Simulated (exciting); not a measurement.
# Zn (Fm-3m) in exciting: settings compared, part 2 of 2

exciting (release sodium).

## (3) Density of states, LDA+TS (cell strained at random at fixed volume)

input.xml reads:

```xml
<input>
  <title>Zn</title>
  <structure speciespath="./" tshift="false">
    <crystal scale="5.396595708">
      <basevect>0.003127718780 0.711409651424 0.702770606414</basevect>
      <basevect>0.676481590804 0.007125960275 0.698772364919</basevect>
      <basevect>0.667564860955 0.698494680079 0.016042690125</basevect>
    </crystal>
    <species speciesfile="Zn.xml" rmt="2">
      <atom coord="-0.015789000000 -0.005186000000 0.059869000000"/>
    </species>
  </structure>
  <groundstate do="fromscratch" ngridk="10 10 10" rgkmax="8" gmaxvr="14" lmaxapw="10" lmaxmat="10" lmaxvr="8" xctype="LDA_PW" stype="Fermi Dirac" swidth="0.00099958" nempty="8" ValenceRelativity="iora*" epsengy="1e-05" epspot="1e-05" maxscl="60" outputlevel="low"/>
  <properties>
    <dos nwdos="300" winddos="-0.6 0.5" inttype="tetra" ngrdos="100" nsmdos="1" lmirep="true"/>
    <TSvdW/>
  </properties>
</input>
```

Potentials or basis: all-electron LAPW+lo, shipped species files, valence relativity iora*.

Launch:

```
$ OMP_NUM_THREADS=1 exciting_smp
```

INFO.OUT:

```text
================================================================================
EXCITING SODIUM started
[... 10 lines left out ...]

 Lattice vectors (cartesian) :
      0.0168790337      3.8391902715      3.7925688383
      3.6506976495      0.0384559266      3.7709919454
      3.6025776634      3.7694933926      0.0865759127

 Reciprocal lattice vectors (cartesian) :
     -0.8722697541      0.8144410202      0.8361388999
      0.8570652704     -0.8385217393      0.8450151354
      0.8796540993      0.8459060845     -0.8602196191

[... 53 lines left out ...]
+ SCF iteration number :    1                                                  +
++++++++++++++++++++++++++++++++++++++++++++++++++++++++++++++++++++++++++++++++
 Total energy                               :     -1788.25073412
 _______________________________________________________________
 Fermi energy                               :         0.27380581
 DOS at Fermi energy (states/Ha/cell)       :         6.23564472
 Electron charge: Core leakage              :         0.00091335
[... 140 lines left out ...]
 RMS change in effective potential (target) :  0.130225E-08  ( 0.100000E-04)
 Absolute change in total energy   (target) :  0.177052E-06  ( 0.100000E-04)
 Charge distance                   (target) :  0.619477E-09  ( 0.100000E-04)

++++++++++++++++++++++++++++++++++++++++++++++++++++++++++++++++++++++++++++++++
| Convergency criteria checked for the last 2 iterations                       +
| Convergence targets achieved. Performing final SCF iteration                 +
++++++++++++++++++++++++++++++++++++++++++++++++++++++++++++++++++++++++++++++++
 Total energy                               :     -1793.43893333
 _______________________________________________________________
 Fermi energy                               :         0.25118277
 DOS at Fermi energy (states/Ha/cell)       :         7.18060144
 Electron charge: Core leakage              :         0.00088376

++++++++++++++++++++++++++++++++++++++++++++++++++++++++++++++++++++++++++++++++
[... 9 lines left out ...]
| EXCITING SODIUM stopped                                                      =
================================================================================
```

stdout:

```text
Info(dos):

   Total density of states written to TDOS.OUT

   Partial density of states written to PDOS_Sss_Aaaaa.OUT
   for all species and atoms

   Eigenvalues of a random matrix in the (l, m) basis symmetrised
   with the site symmetries written to ELMIREP.OUT for all
   species and atoms. Degenerate eigenvalues correspond to
   irreducible representations of each site symmetry group

   Interstitial density of states written to IDOS.OUT

   Fermi energy is at zero in plot

   DOS units are states/Hartree/unit cell
```

Wall time 4 min (1 thread of Arm Neoverse V1, shared host); peak memory 0.13 GiB.

What came out:

```yaml
Band_gap_on_the_k_mesh: none (metal or under the smearing width)
Dispersion_energy_per_atom: -0.399 eV
```

Levels at points of the mesh, in eV from the Fermi level:
```csv
k point,band 5,band 6,band 7,band 8,band 9,band 10,band 11,band 12,band 13,band 14
"(0.00, 0.00, 0.00)",-7.84,-7.77,-7.69,-7.43,-7.34,17.31,17.68,18.25,19.28,21.06
"(0.50, 0.00, 0.00)",-7.79,-7.75,-7.15,-7.07,-3.03,-1.67,14.74,15.42,17.46,19.28
"(0.00, 0.50, 0.00)",-7.87,-7.68,-7.10,-7.09,-2.96,-1.54,14.09,15.17,17.87,18.53
"(0.50, 0.50, 0.00)",-8.38,-7.13,-7.06,-7.00,-1.21,1.41,8.14,8.58,12.42,13.46
"(0.00, 0.00, 0.50)",-7.84,-7.72,-7.10,-7.07,-2.79,-1.17,13.81,14.73,17.27,18.36
"(0.50, 0.00, 0.50)",-8.39,-7.12,-7.05,-7.01,-1.40,1.10,8.24,8.98,12.55,13.82
"(0.00, 0.50, 0.50)",-8.37,-7.12,-7.04,-7.01,-0.67,2.21,7.15,8.26,11.59,12.96
"(0.50, 0.50, 0.50)",-7.81,-7.72,-7.14,-7.07,-3.09,-1.80,14.68,15.73,17.66,19.15
```

States per cell in windows of 1 eV (zero at the Fermi level; states under -8 eV left out):
```tsv
from (eV)	total	Zn1 d	Zn1 p	Zn1 s
-8.0	7.49	7.04	0.02	0.02
-7.0	0.27	0.15	0.01	0.03
-6.0	0.22	0.06	0.02	0.04
-5.0	0.23	0.04	0.02	0.04
-4.0	0.26	0.03	0.03	0.04
-3.0	0.27	0.03	0.04	0.04
-2.0	0.28	0.03	0.04	0.04
-1.0	0.32	0.03	0.04	0.05
0.0	0.30	0.03	0.04	0.05
1.0	0.32	0.03	0.05	0.05
2.0	0.32	0.03	0.05	0.06
3.0	0.38	0.03	0.06	0.06
4.0	0.39	0.03	0.07	0.05
5.0	0.39	0.03	0.07	0.05
6.0	0.43	0.03	0.09	0.04
7.0	0.48	0.03	0.11	0.04
```

Caveat: the dispersion energy is computed afterwards and isn't part of the total energy; the tetrahedron DOS on this energy grid can lose part of the weight of narrow d or f bands.
